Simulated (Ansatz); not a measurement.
# CoO (R-3m) in Ansatz: notebook, part 2 of 2

Ansatz 0.2.0. Earlier steps stand in the parts before.

## Step 3: Single point, PBE, collinear spin, ferromagnetic start

Input file input.yaml:

```yaml
crystal:
  lattice:
    - [1.5054695445, 0.8691832468, 2.4399269062]
    - [-1.5054695445, 0.8691832468, 2.4399269062]
    - [0.0, -1.7383664936, 2.4399269062]
  atoms:
    - { symbol: Co, position: [0.0, 0.0, 0.0], spin: 2.5 }
    - { symbol: O, position: [0.5, 0.5, 0.5] }
hamiltonian:
  xc: pbe
  pseudopotentials: { kind: paw }
magnetization:
  spin_polarized: true
  initial_magnetization: 2.5
  spin_locking: { lock_magnetization: hard }
kpoints:
  mp_grid: { grid: [9, 9, 9] }
scf:
  occupations: { method: fermi_dirac, width: 0.05 }
  lower_state_search: "off"
output:
  forces: true
  stress: true
  eigenvalues: true
```

Potentials or basis: Ansatz PAW.

Command:

```bash
ansatz run input.yaml --threads 2 --pin off --max-ram 5632MiB --backend cpu --events-out ev --progress --plain --runs-dir out
```

What it wrote:

```text
Warning: output.stress: scf.convergence.dr2_threshold = 1e-7 eV (the SCF's general default) is looser than the 2e-10 eV advised for a printed stress (1e-10 eV for each atom of the cell: 2). What an SCF threshold leaves in a stress goes as its square root, and in the free energy as the threshold itself, and one threshold admits the most on a small cell: of the crystals measured, under no hybrid functional and no lock of the moments, on runs that ended without the residual-converged pass, on stresses that held no estimate of that error, the worst erred by over 100 MPa in a component at 1e-7 eV an atom and by under 5 at 1e-10. Set scf.convergence.dr2_threshold to 2e-10 eV or tighter. The threshold is an SCF's pass mark: one that does not reach it within its budget of iterations ends unconverged, or closes short of it on a stop that the run arms, and scf.convergence.dr2_threshold's page says what that costs each kind of run
Warning: RAYON_NUM_THREADS=2 ignored (pool sized by the plan → 2); use --threads N
Engine: ansatz 0.2.0, aarch64-unknown-linux-gnu
Pseudopotentials: kind: paw
Pseudopotential: Co, paw, valence charge 17, recommended cutoff 420 eV (normal), Co.paw.azcp
Pseudopotential: O, paw, valence charge 6, recommended cutoff 420 eV (normal), O.paw.azcp
Functional definition: PBE
  parameter kappa = 0.804
  parameter beta = 0.06672455060314922
  exchange = pbe_x(kappa = kappa, mu = beta*pi^2/3)
  correlation = pbe_c(beta = beta)
Crystal: 2 atoms, lattice volume = 19.156 Å³
Basis set: ecut = 420 eV, 339 PW (Γ), exchange–correlation on 48×48×48 points (8 copies of the dense FFT grid, shifted against one another)
Bands: 17, of which v1, the nominal top of the filled ones, is band 12 counted from 1 (11 counted from 0)
Symmetry: 12 space group operations
Space group: R-3m (ITA 166), of the structure as read, at distance tolerance 2.7e-5 Å
Magnetic group: BNS 166.97 (UNI 1327), of the structure as read, at distance tolerance 2.7e-5 Å
k-points: 85 of 729
Non-local potential: Co, projectors of the file, l = 0: 3, l = 1: 2, l = 2: 3, l = 3: 1
Non-local potential: O, projectors of the file, l = 0: 2, l = 1: 2, l = 2: 1
PAW form: soft (Blöchl's): semilocal exchange-correlation on the pseudo side does not see the compensation charge
PAW one-centre angular grid: Co, 590 points (default); XC on 64 Gauss nodes
PAW one-centre angular grid: O, 110 points (default); XC on 64 Gauss nodes
Initial density: superposition of atomic densities (chi_scale 0.1, normalization cell, long waves kept (reshape's long-wave potential 0.00 eV rms))
Starting moments: Σ|m| = 2.5 μB on 1 of 2 sites
Initial wavefunctions: pseudopotential atomic-orbital guess
Functional: x = pbe(κ = 0.804, μ = 0.2195149727645171), c = pbe(β = 0.06672455060314922)
SCF iter   1: F=—  HF=-5694.387005 eV  |F-HF|=—  |Δ(HF+E_count)|=         —  Δρ=2.73e-1 (↑1.15e-1 ↓2.73e-1)  dr2=2.24e1  dr2_m=1.27e0  M=2.500 μB ∫|m|=2.500 μB  β_m=0.30  ethr=3.10e-3  ⟨swp⟩=5.6  Hψ=12608  notcnv=0
preconditioner: auto → none  [metal: Δε(μ)=0.017 eV  Ē_g=12.697 eV  σ=0.050 eV  W_gap=0.09  n_scr=8 (ndim 8)  ℏωp=32.9 eV  f_vac=0.000  D(μ)=2.95/eV (n_scr^D=58)  sad-step TF]
SCF iter   2: F=—  HF=-5691.977200 eV  |F-HF|=—  |Δ(HF+E_count)|=    2.41e0  Δρ=6.86e-2 (↑3.43e-2 ↓6.86e-2)  dr2=4.93e-1  dr2_m=1.48e-1  M=2.500 μB ∫|m|=2.501 μB  β_m=0.28  ethr=3.10e-3  ⟨swp⟩=3.0  Hψ=7780  notcnv=0  defer=84
SCF iter   3: F=—  HF=-5691.924986 eV  |F-HF|=—  |Δ(HF+E_count)|=   5.22e-2  Δρ=4.74e-2 (↑2.05e-2 ↓4.74e-2)  dr2=1.54e-1  dr2_m=9.10e-2  M=2.500 μB ∫|m|=2.501 μB  β_m=0.62  ethr=2.14e-3  ⟨swp⟩=3.1  Hψ=5940  notcnv=0  defer=46
SCF iter   4: F=—  HF=-5692.089950 eV  |F-HF|=—  |Δ(HF+E_count)|=   1.65e-1  Δρ=1.90e-2 (↑7.01e-3 ↓1.90e-2)  dr2=8.78e-2  dr2_m=8.46e-3  M=2.500 μB ∫|m|=2.510 μB  β_m=0.73  ethr=6.68e-4  ⟨swp⟩=2.3  Hψ=6568  notcnv=0  defer=53
SCF iter   5: F=—  HF=-5692.090711 eV  |F-HF|=—  |Δ(HF+E_count)|=   7.61e-4  Δρ=6.64e-3 (↑4.14e-3 ↓6.64e-3)  dr2=9.53e-3  dr2_m=1.24e-3  M=2.500 μB ∫|m|=2.511 μB  β_m=0.61  ethr=3.82e-4  ⟨swp⟩=2.1  Hψ=4693  notcnv=0  defer=58
SCF iter   6: F=—  HF=-5692.088275 eV  |F-HF|=—  |Δ(HF+E_count)|=   2.44e-3  Δρ=3.40e-3 (↑1.18e-3 ↓3.40e-3)  dr2=1.48e-3  dr2_m=8.02e-4  M=2.500 μB ∫|m|=2.511 μB  β_m=0.58  ethr=4.14e-5  ⟨swp⟩=2.3  Hψ=5790  notcnv=0  defer=71
SCF iter   7: F=—  HF=-5692.088286 eV  |F-HF|=—  |Δ(HF+E_count)|=   1.15e-5  Δρ=1.34e-3 (↑1.04e-3 ↓1.34e-3)  dr2=7.75e-5  dr2_m=2.35e-4  M=2.500 μB ∫|m|=2.511 μB  β_m=0.79  ethr=6.43e-6  ⟨swp⟩=1.3  Hψ=2927  notcnv=0  defer=71
SCF iter   8: F=—  HF=-5692.088398 eV  |F-HF|=—  |Δ(HF+E_count)|=   1.11e-4  Δρ=2.30e-4 (↑8.58e-5 ↓2.30e-4)  dr2=6.14e-6  dr2_m=3.55e-6  M=2.500 μB ∫|m|=2.511 μB  β_m=0.78  ethr=3.37e-7  ⟨swp⟩=2.0  Hψ=4875  notcnv=0  defer=71
SCF iter   9: F=—  HF=-5692.088398 eV  |F-HF|=—  |Δ(HF+E_count)|=   3.96e-7  Δρ=1.76e-4 (↑2.72e-5 ↓1.76e-4)  dr2=3.98e-6  dr2_m=1.42e-6  M=2.500 μB ∫|m|=2.511 μB  β_m=0.76  ethr=2.67e-8  ⟨swp⟩=1.0  Hψ=2915  notcnv=0  defer=71
SCF iter  10: F=—  HF=-5692.088398 eV  |F-HF|=—  |Δ(HF+E_count)|=   3.62e-7  Δρ=4.18e-5 (↑1.40e-5 ↓4.18e-5)  dr2=1.48e-7  dr2_m=7.35e-8  M=2.500 μB ∫|m|=2.511 μB  β_m=0.88  ethr=1.73e-8  ⟨swp⟩=1.6  Hψ=3117  notcnv=0  defer=71
SCF iter  11: F=—  HF=-5692.088398 eV  |F-HF|=—  |Δ(HF+E_count)|=   2.74e-7  Δρ=3.31e-5 (↑3.39e-6 ↓3.31e-5)  dr2=3.79e-8  dr2_m=4.92e-8  M=2.500 μB ∫|m|=2.511 μB  β_m=0.94  ethr=4.35e-10  ⟨swp⟩=5.7  Hψ=11426  notcnv=0
SCF iter  12: F=—  HF=-5692.088398 eV  |F-HF|=—  |Δ(HF+E_count)|=   2.90e-7  Δρ=2.01e-5 (↑1.42e-5 ↓2.01e-5)  dr2=1.33e-7  dr2_m=4.68e-9  M=2.500 μB ∫|m|=2.511 μB  β_m=0.91  ethr=1.65e-10  ⟨swp⟩=5.0  Hψ=12728  notcnv=0
SCF iter  13: F=-5692.088398 eV  HF=-5692.088398 eV  |F-HF|=1.82e-8  |Δ(HF+E_count)|=   8.18e-9  Δρ=6.98e-6 (↑5.28e-6 ↓6.98e-6)  dr2=1.86e-8  dr2_m=6.14e-10  M=2.500 μB ∫|m|=2.511 μB  ethr=1.65e-10  ⟨swp⟩=1.8  Hψ=8949  notcnv=0
SCF 1 converged in 13 iterations: F = -5692.088398 eV  dr2 = 1.86e-8
SCF converged after 13 iterations
Stability checked in part: among states of this total moment the steps that led to this state did not find it unstable. No probe was made; neither looks for a lower state of another moment (fixed_total_moment; see scf.lower_state_search)
Magnetization: 2.5000 μB (12.7500 up, 10.2500 down)
Absolute magnetization: 2.5107 μB (∫|ρ↑−ρ↓|, with the PAW one-centre terms)
Spin contamination: 0.0171 ħ² per cell (⟨S²⟩ above its minimum at these occupations)
Per-site moments (μB) at R_I (Å): [(2.1908548519178868, 0.876038603632342), (0.1977394237164247, 0.876038603632342)]
Free energy (F): -5692.088398 eV
Harris-Foulkes:  -5692.088398 eV  (|F-HF|=1.82e-8)
Internal energy: -5692.045989 eV  (E = F + TS)
E sigma→0 (E₀):  -5692.067194 eV
Entropy (-TS):   -0.042409 eV (-21.205 meV/atom)
Fermi energy:    13.961880 (↑ 13.841379, ↓ 14.082381) eV
--- Per-component energies (eV) ---
  E_band       = -300.209936
  E_kinetic    = 618.156140
  E_local      = -3422.897608  (includes V_loc(G=0)·N_el)
  E_nonlocal   = 514.496894
  E_hartree    = 1406.798729
  E_xc         = -228.698841
  E_vxc        = -293.916967  (∫ρ·V_xc dr)
  E_paw        = -1677.219528  (= ΣΔE_a)
  E_vpaw       = -529.655182  (= ΣTr[D̂ρ^β])
  E_aug_tail   = 0.002501  (compensation charges beyond the density's cutoff)
  E_ewald      = -2902.684276
  E_smearing   = -0.042409  (= −TS)
  E_closure    = -0.000000  (closes the sum)
  Σ components = -5692.088398   (vs F -5692.088398, Δ=0.00e0)
--- Forces (eV/Å), atoms counted from 1 ---
  atom   1  Co    -0.00000000     0.00000000     0.00000000
  atom   2  O      0.00000000    -0.00000000     0.00000000
  max |Σ_I F_I| component: 5.26e-30 eV/Å
--- Stress (GPa, compression-positive) ---
       -3.428879       0.000000      -0.000000
        0.000000      -3.428879      -0.000000
       -0.000000      -0.000000      -3.869559
  P = ⅓ Tr σ = -3.5758 GPa (-35.758 kbar)
--- Band table (eV; the first three rows and the last of 170) ---
  k-point 0 ↑: bands = ["-82.4801", "-45.7569", "-45.7569", "-45.7448", "-6.3263", "10.7713", "10.7713", "10.8182", "11.0268", "11.0268", "11.2301", "11.2301", "11.2731", "15.0325", "30.8220", "32.1288", "32.1288"]
  k-point 1 ↑: bands = ["-82.4797", "-45.7612", "-45.7575", "-45.7458", "-6.1984", "9.7106", "9.8717", "9.9078", "11.2964", "11.3201", "11.5613", "11.9966", "12.0154", "15.8446", "28.7292", "31.6523", "31.8119"]
  k-point 2 ↑: bands = ["-82.4786", "-45.7724", "-45.7590", "-45.7479", "-5.8558", "8.1129", "9.0112", "9.0518", "11.5182", "11.5458", "11.8498", "12.9959", "13.0026", "17.3538", "26.1565", "30.0937", "30.2123"]
  k-point 84 ↓: bands = ["-79.7744", "-43.1497", "-43.1200", "-43.1171", "-4.6914", "6.4430", "8.9803", "9.1518", "13.8666", "13.9075", "14.1546", "16.2217", "16.6350", "20.0742", "23.9969", "26.9115", "28.1662"]
```

Wall time 2.6 s (2 threads of Arm Neoverse V2, shared host); peak memory 0.29 GiB.

Results:

```
Free energy     : -5692.0884 eV
Pressure        : -3.6 GPa
Net moment      : 2.50 μB per cell
Absolute moment : 2.51 μB per cell
Site moments    : Co +2.19; O +0.20 μB
```

Caveat: the pressure holds a Pulay correction of +0.7 GPa for the finite cutoff; the total moment is fixed, so each spin has its own Fermi level; a cell with one magnetic atom can't hold antiferromagnetic order, which such compounds often take; the thresholds are loose for stress.

## Step 4: Single point, PBE, collinear spin, ferromagnetic start

Changes to input.yaml since step 3:

```diff
@@ -6,3 +6,3 @@
   atoms:
-    - { symbol: Co, position: [0.0, 0.0, 0.0], spin: 2.5 }
+    - { symbol: Co, position: [0.0, 0.0, 0.0], spin: 3.0 }
     - { symbol: O, position: [0.5, 0.5, 0.5] }
@@ -13,3 +13,3 @@
   spin_polarized: true
-  initial_magnetization: 2.5
+  initial_magnetization: 3.0
   spin_locking: { lock_magnetization: hard }
@@ -24 +24,5 @@
   eigenvalues: true
+  write_density: true
+  write_potential: true
+  elf: true
+  volumetric_format: npy
```

Command:

```bash
ansatz run input.yaml --threads 2 --pin off --max-ram 5632MiB --backend cpu --events-out ev --progress --plain --runs-dir out
```

It took 3.2 s on 2 threads of Arm Neoverse V2, shared host; peak memory 0.3 GiB.

It converged, with:

```
Free energy     : -5692.1135 eV
Pressure        : 0.9 GPa
Net moment      : 3.00 μB per cell
Absolute moment : 3.02 μB per cell
Site moments    : Co +2.54; O +0.34 μB
```

Stress tensor (GPa, compression positive):
```
1.00 0.00 0.00
0.00 1.00 0.00
0.00 0.00 0.56
```

Caveat: the pressure holds a Pulay correction of +0.8 GPa for the finite cutoff; the total moment is fixed, so each spin has its own Fermi level; a cell with one magnetic atom can't hold antiferromagnetic order, which such compounds often take; the thresholds are loose for stress.

## Step 5: Single point, PBE, collinear spin, ferromagnetic start

Changes to input.yaml since step 4:

```diff
@@ -6,3 +6,3 @@
   atoms:
-    - { symbol: Co, position: [0.0, 0.0, 0.0], spin: 3.0 }
+    - { symbol: Co, position: [0.0, 0.0, 0.0], spin: 4.0 }
     - { symbol: O, position: [0.5, 0.5, 0.5] }
@@ -13,3 +13,3 @@
   spin_polarized: true
-  initial_magnetization: 3.0
+  initial_magnetization: 4.0
   spin_locking: { lock_magnetization: hard }
@@ -24,5 +24 @@
   eigenvalues: true
-  write_density: true
-  write_potential: true
-  elf: true
-  volumetric_format: npy
```

Command:

```bash
ansatz run input.yaml --threads 2 --pin off --max-ram 5632MiB --backend cpu --events-out ev --progress --plain --runs-dir out
```

Wall time 3.4 s (2 threads of Arm Neoverse V2, shared host); peak memory 0.3 GiB.

Results (log left out):

```yaml
Free_energy: -5689.5386 eV
Pressure: 24.8 GPa
Net_moment: 4.00 μB per cell
Absolute_moment: 4.00 μB per cell
Site_moments: Co +2.91; O +0.68 μB
```

Stress tensor (GPa, compression positive):
```
24.98  0.00  0.00
 0.00 24.98  0.00
 0.00  0.00 24.56
```

Caveat: the pressure holds a Pulay correction of +0.7 GPa for the finite cutoff; the total moment is fixed, so each spin has its own Fermi level; a cell with one magnetic atom can't hold antiferromagnetic order, which such compounds often take; the thresholds are loose for stress.

## Step 6: Overview

```tsv
fixed moment (μB)	pressure (GPa)	moment (μB)
2.0	-7.5	2.00
2.5	-3.6	2.50
3.0	0.9	3.00
4.0	24.8	4.00
```

Alike in all rows: task single point; level PBE; potentials or basis Ansatz PAW; spin collinear, ferromagnetic start; cell as given; k mesh 9 × 9 × 9; cutoff (eV) 420; smearing fermi-dirac 0.05 eV.

Caveats: the total moment is fixed, so each spin has its own Fermi level; a cell with one magnetic atom can't hold antiferromagnetic order, which such compounds often take; the thresholds are loose for stress.

Total energies depend on the potentials used, so only differences within one code and one set of settings carry meaning.
